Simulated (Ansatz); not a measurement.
A Si vacancy next to an O vacancy in rutile SiO2, 70 atoms, charge 0

All numbers come from Ansatz (PAW, plane waves, no spin–orbit coupling) at the single k point (¼, ¼, ¼) without its symmetry partners. The atoms were relaxed with PBEsol in a fixed cell; other functionals are single points on those atoms unless said otherwise. The valence top and gap of the host come from its small cell on a dense mesh, with the band extrema sought between the mesh points, lined up by the mean potential, PBEsol gap 5.35 eV, r²SCAN gap 6.36 eV.

Cell: a = 8.389 Å, b = 8.389 Å, c = 8.036 Å, α = 90.00°, β = 90.00°, γ = 90.00°.

Nearest atoms after relaxation, from the placed atom (for vacancies from the middle of the vacant sites): O at 1.90 Å, O at 2.07 Å, O at 2.07 Å, O at 2.21 Å, Si at 2.26 Å, O at 2.70 Å, O at 2.71 Å, Si at 2.72 Å.

Chemical potentials μ are those of reference phases of the elements at zero temperature by the same functional (the usual solids, diamond for C, grey Sn, and the molecules H2, N2, O2, F2, Cl2, Br2 and S8).

```
functional  E(defect) − E(host) − Σ nμ + q·E_VBM (eV)  monopole (eV)  alignment (eV)  formation energy at E_F = VBM (eV)  moment (μB)              wall time, shared host
    PBEsol                                      14.22           0.00            0.00                               14.22          0.0  8.9 s on NVIDIA GB200 (relaxation)
    r²SCAN                                      15.00           0.00            0.00                               15.00          2.0               4.3 s on NVIDIA GB200
```

r²SCAN one-electron levels near the gap (the ten most localised at most), from the host's valence top:

| level (eV) | spin | filling | atoms sharing it | element of the atom with most weight |
| --- | --- | --- | --- | --- |
| -0.21 | down | 0.01 | 8.7 | O |
| 0.03 | down | 0.00 | 16.8 | O |
| 4.74 | up | 0.00 | 7.8 | Si |
| 4.76 | down | 0.00 | 7.8 | Si |

The charge sits partly or wholly in a band of the host, at the cell's one k point and not at the band edge, so the formation energy is too high and the charge correction doesn't apply as it stands.

PBEsol tends to spread a hole over several anions where a hybrid would trap it on one, and single points on PBEsol atoms lack that distortion.

All elements are taken at their own reference at once; growth conditions in equilibrium with the host shift these energies, by up to the host's formation enthalpy.

One k point and a cell of this size can leave errors of several tenths of an eV in such numbers.
